Q: You put the same GaP crystal, with its atoms held still, through five density functionals. What do the pressures tell me?

Ansatz 0.2.0, plane-wave DFT with PAW potentials, for zinc-blende GaP with the atoms and cell held fixed (cubic edge 5.45 Å). All rows use a 510 eV wave cutoff, a 2040 eV density cutoff, an unshifted 8×8×8 k mesh, and no spin polarization or dispersion correction. Pressure is positive in compression, and the gap is taken between band edges on the k mesh.

```
functional  pressure (GPa)  gap on mesh (eV)
       PBE           2.500             1.643
    PBEsol          -0.560             1.514
      RPBE           4.620             1.734
      BLYP           6.250             1.666
    r2SCAN           0.040             1.894
```

A: A positive pressure means that the functional would rather have a larger cell. A few GPa in a semiconductor this stiff correspond to one or two per cent in the cell edge. BLYP pushes outward hardest, then RPBE and PBE. PBEsol pulls slightly inward, and r2SCAN is almost content with the cell it was given.

Q: How do you turn a pressure into a length?

A: Treat the crystal as a spring. The bulk modulus B is its resistance to a change of volume, and a small relative change of volume is three times that of the edge a, so

Δa/a ≈ P/(3B)

For RPBE, with P = 4.62 GPa and B roughly 85 GPa, a recalled value, this gives 4.62/(3 × 85) ≈ 1.8%. This B belongs to the relaxed crystal. In the given cell RPBE's crystal is squeezed and therefore stiffer, and allowing for that with an equally rough constant lowers the answer to about 1.7%. The edge would grow from 5.45 to about 5.54 Å. No relaxed cell was computed, so this remains an estimate.

Q: Why does RPBE want more room than PBE, and PBE more than PBEsol?

A: The argument rests on how exchange responds to an uneven density. Call s the reduced gradient: how abruptly the density changes, measured against its own natural length. Pulling atoms apart thins the density between them and, over the cell as a whole, raises s. A functional whose exchange energy is enhanced more steeply with s gains more by stretching, and at the moderate s typical of bonds the steepness rises from PBEsol to PBE to RPBE.

Q: Does that also give the size of the steps?

A: Only loosely. The computed pressure step from PBE to RPBE is 0.69 times the step from PBEsol to PBE. Comparing the exchange slopes at s = 1 gives 0.74, but that ratio runs from about 0.2 at s = 0.5 to about 2 at s = 1.5. The argument therefore supports the order, while the close match at s = 1 depends on the s chosen. It also leaves out that PBEsol has a weaker gradient term in its correlation than PBE. And it doesn't place BLYP, whose exchange and correlation both have a different form, or r2SCAN, which uses more than the density gradient.

Q: So a functional that wants a larger cell also gives a larger gap?

A: Within PBEsol, PBE and RPBE it does, but the other two break the pattern. PBEsol and r2SCAN differ by only 0.6 GPa, yet they have the smallest and the largest gap, 1.51 and 1.89 eV. Pressure measures how the total energy responds to stretching; the gap is a distance between orbital energies in a cell that here never changes. r2SCAN's wider gap is usual for its type: its energy depends on the kinetic-energy density, which adds to the potential a term that acts on how steeply each orbital varies. Orbitals of different shape are therefore shifted differently.

BLYP's gap can't be compared with PBEsol's as a shift of one transition, because it leads to a different valley. The valence top lies at Γ, the centre of the Brillouin zone, while the conduction band has competing valleys at Γ, at L and near X. From PBEsol to BLYP the gap to L grows by 0.08 eV, but the gap to a point near X grows by 0.25 eV. In PBEsol the point near X lies below L; in BLYP the order is reversed, and L is lowest on this mesh. Real GaP has its lowest valley near X. The orbital energies show this uneven shift without revealing its cause. Where the PBE and RPBE gaps lead was not examined, so BLYP's place below RPBE is only partly explained.

Q: I care about light emission. What would happen if each functional relaxed its own cell?

A: PBEsol and r2SCAN should change little, because their pressures are small. For PBE and RPBE one would first have to know how far apart the valleys lie, because a higher one can overtake the lowest as the cell grows. For BLYP the answer could change in kind. As a rough recalled rule, the direct gap at Γ shrinks by 0.1 eV for each GPa released, and the gap to L by about half that. Releasing BLYP's 6.25 GPa would then lower the Γ valley by some 0.3 eV relative to L, and at the fixed cell it lies only 0.04 eV above. The gap to the valley near X is expected to change much less, so that valley shouldn't take over. BLYP might thus present GaP as a direct emitter, although in the real crystal an electron needs help from a lattice vibration or an impurity to emit light. A screening of LED materials should therefore check the cell and the valley as well as the size of the gap.

Q: Which digits would you trust?

A: For the gaps, I would stop at the second decimal. The mesh can miss the true minimum near X; a smooth curve through three PBEsol mesh points, with the band edge assumed to lie at X, puts the miss near 0.01 eV. The larger error is physical: against a rough measured gap of 2.3 eV, r2SCAN falls short by about 18% and PBEsol by 34%. Spin-orbit coupling and zero-point motion are missing, but both would lower the computed gaps further, so they can't explain the shortfall. It is a known failing of functionals of these kinds: the gap between their orbital energies comes out too small in most semiconductors.

For the pressures, I would use the differences of several GPa and leave the hundredths alone. Neither the plane-wave cutoff nor the atomic potentials were varied, so r2SCAN's 0.04 GPa means close to balance, without proving that its ideal cell is exactly this one.
